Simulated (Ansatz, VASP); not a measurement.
# One calculation of Re, two programs

File INCAR:

```
PREC = Accurate ; ENCUT = 520
EDIFF = 1E-6 ; ISMEAR = 0
SIGMA = 0.1 ; LREAL = F
LASPH = T ; NELM = 100
ALGO = Normal ; ISIF = 2
LWAVE = F ; LCHARG = F
GGA = PE ; NBANDS = 38
```

Contents of KPOINTS:

```
Automatic mesh
0
Gamma
  4 4 4
```

Contents of POSCAR:

```
Re
1.0
    4.9335961179      0.0000000000      0.0000000000
    0.0000000000      4.9335961179      0.0000000000
    0.0000000000      0.0000000000      4.9335961179
Re
8
Direct
    0.5000000000      0.5000000000      0.5000000000
    0.0000000000      0.0000000000      0.0000000000
    0.2500000000      0.0000000000      0.5000000000
    0.5000000000      0.2500000000      0.0000000000
    0.5000000000      0.7500000000      0.0000000000
    0.7500000000      0.0000000000      0.5000000000
    0.0000000000      0.5000000000      0.7500000000
    0.0000000000      0.5000000000      0.2500000000
```

Input for Ansatz:

```yaml
crystal:
  lattice:
    - [4.9335961179, 0.0, 0.0]
    - [0.0, 4.9335961179, 0.0]
    - [0.0, 0.0, 4.9335961179]
  atoms:
    - { symbol: Re, position: [0.5, 0.5, 0.5] }
    - { symbol: Re, position: [0.0, 0.0, 0.0] }
    - { symbol: Re, position: [0.25, 0.0, 0.5] }
    - { symbol: Re, position: [0.5, 0.25, 0.0] }
    - { symbol: Re, position: [0.5, 0.75, 0.0] }
    - { symbol: Re, position: [0.75, 0.0, 0.5] }
    - { symbol: Re, position: [0.0, 0.5, 0.75] }
    - { symbol: Re, position: [0.0, 0.5, 0.25] }
basis:
  ecutwfc: 420
kpoints:
  mp_grid: { grid: [4, 4, 4] }
hamiltonian:
  xc: pbe
scf:
  occupations: { method: gaussian, width: 0.1 }
  lower_state_search: "off"
output:
  forces: true
  stress: true
  eigenvalues: true
```

Alike in both runs: task single point; functional PBE; k mesh 4 × 4 × 4; occupations gaussian, width 0.1 eV; no spin polarisation.

|  | VASP | Ansatz |
| --- | --- | --- |
| version | VASP 6.6.1 | Ansatz 0.2.0 |
| potentials or method | VASP PAW PBE potentials, release 64 (Re) | scalar-relativistic, plane waves, PAW |
| plane-wave cutoff (eV) | 520 | 420 |
| valence electrons in the cell | 56 | 120 |

```csv
,VASP,Ansatz,Ansatz less VASP
gap on the k mesh at the Fermi level (eV),none,none,-
pressure (GPa),4.0,4.8,+0.78
```

A gap of «none» marks a metal or a gap that the smearing closes. The functional is the same, so the differences come from potentials, cutoffs and numerics. The two sets of potentials don't hold the same shells in valence.

The runs have no spin-orbit coupling, so splittings on Re are missing.
